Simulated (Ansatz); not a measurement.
# How settings move the G0W0 gap of KBr (rocksalt)

KBr (rocksalt), relaxed with r2SCAN; one-shot G0W0 in Ansatz without spin-orbit coupling. Calculated for a static, non-magnetic cell.

```cif
data_structure
_symmetry_space_group_name_H-M 'Fm-3m'
_symmetry_Int_Tables_number 225
_cell_length_a 6.6045
_cell_length_b 6.6045
_cell_length_c 6.6045
_cell_angle_alpha 90.000
_cell_angle_beta 90.000
_cell_angle_gamma 90.000
_cell_volume 288.08
loop_
_atom_site_label
_atom_site_type_symbol
_atom_site_symmetry_multiplicity
_atom_site_Wyckoff_symbol
_atom_site_fract_x
_atom_site_fract_y
_atom_site_fract_z
_atom_site_occupancy
K1 K 4 a 0.00000 0.00000 0.00000 1
Br1 Br 4 b 0.50000 0.00000 0.00000 1
```

Gaps are read over the mesh points alone. G0W0 values are finite-basis, finite-mesh values.

| start | potentials | frequency model | mesh | empty bands | screening cutoff (eV) | Kohn-Sham gap (eV) | G0W0 gap (eV) | rough cost |
| --- | --- | --- | --- | --- | --- | --- | --- | --- |
| PBE | PAW | contour deformation | 4×4×4 | 117 | 80 | 4.43 | 6.77 | 15 core-seconds |
| PBE | PAW | contour deformation | 4×4×4 | 270 | 140 | 4.43 | 6.97 | 70 core-seconds |
| PBE | PAW | contour deformation | 4×4×4 | 497 | 210 | 4.43 | 7.05 | 4 core-minutes |
| HSE06 | PAW | contour deformation | 4×4×4 | 270 | 140 | 5.60 | 7.53 | 3 core-minutes |
| LDA | PAW | contour deformation | 4×4×4 | 270 | 140 | 4.02 | 6.77 | 60 core-seconds |
| r2SCAN | PAW | contour deformation | 4×4×4 | 270 | 140 | 5.07 | 7.29 | 80 core-seconds |
| PBE | PAW | Godby-Needs pole | 4×4×4 | 270 | 140 | 4.43 | 6.97 | 90 core-seconds |
| PBE | PAW | contour deformation | 6×6×6 | 117 | 80 | 4.43 | 6.76 | 100 core-seconds |
| PBE | norm-conserving | contour deformation | 4×4×4 | 270 | 140 | 4.43 | 6.91 | 90 core-seconds |

Over the mesh points the PBE gap of 4.43 eV becomes a quasiparticle gap of 7.05 eV (direct at Γ), a change of +2.62 eV. Renormalisation factors Z lie between 0.80 and 0.86.

Raising bands and cutoff together moves the gap by +0.20 eV (80 to 140 eV), then +0.08 eV (140 to 210 eV); the last step is still large, so the basis limit isn't reached. Starting from HSE06 (5.60 eV against PBE's 4.43 eV) gives 7.53 eV, +0.56 eV from G0W0@PBE at the same screening cutoff. Starting from LDA (4.02 eV against PBE's 4.43 eV) gives 6.77 eV, -0.20 eV from G0W0@PBE at the same screening cutoff. Starting from r2SCAN (5.07 eV against PBE's 4.43 eV) gives 7.29 eV, +0.32 eV from G0W0@PBE at the same screening cutoff. The Godby-Needs plasmon pole differs from contour deformation by 0.00 eV. A 6×6×6 mesh in place of 4×4×4 changes the opening over PBE by -0.01 eV (the gap on the mesh by -0.01 eV). Norm-conserving potentials (wave cutoff 850 eV against 420 eV) shift the quasiparticle gap by -0.06 eV and the PBE gap by 0.00 eV. r2SCAN runs take a wave cutoff of 500 eV.
